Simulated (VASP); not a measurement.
A run of VASP 6.6.1 is set up as follows.

The input INCAR:

```
ALGO = Normal ; EDIFF = 1E-7
ENCUT = 520 ; GGA = PE
ISIF = 2 ; ISMEAR = -1
ISPIN = 2 ; LASPH = True
LCHARG = False ; LMAXMIX = 4
LORBIT = 11 ; LREAL = False
LWAVE = False ; MAGMOM = 3.5 3.5
NBANDS = 24 ; NELM = 100
PREC = Accurate ; SIGMA = 0.05
```

KPOINTS

```
k-points
0
Gamma
  12 12 6
```

POSCAR

```
V
1.0
    2.6042941027      0.0000000000      0.0000000000
   -1.3021470513      2.2553848518      0.0000000000
    0.0000000000      0.0000000000      4.7233360000
V
2
Direct
    0.3333333333      0.6666666667      0.2500000000
    0.6666666667      0.3333333333      0.7500000000
```

Potentials or basis: VASP PAW PBE potentials, release 64 (V_sv).

Run with:

```sh
$ cat potpaw_PBE.64/V_sv/POTCAR > POTCAR
$ mpirun -np 1 vasp_std > vasp.out
```

Problem. Estimate the net moment.

Solution. 0.00 μB per cell.

Problem. Estimate the pressure.

Solution. -0.3 GPa.

Problem. What does it give for the band gap on the k mesh?

Solution. None (metal or under the smearing width).

Stress tensor (GPa, compression positive):
```
 0.06  0.00  0.00
 0.00  0.06  0.00
 0.00  0.00 -1.09
```
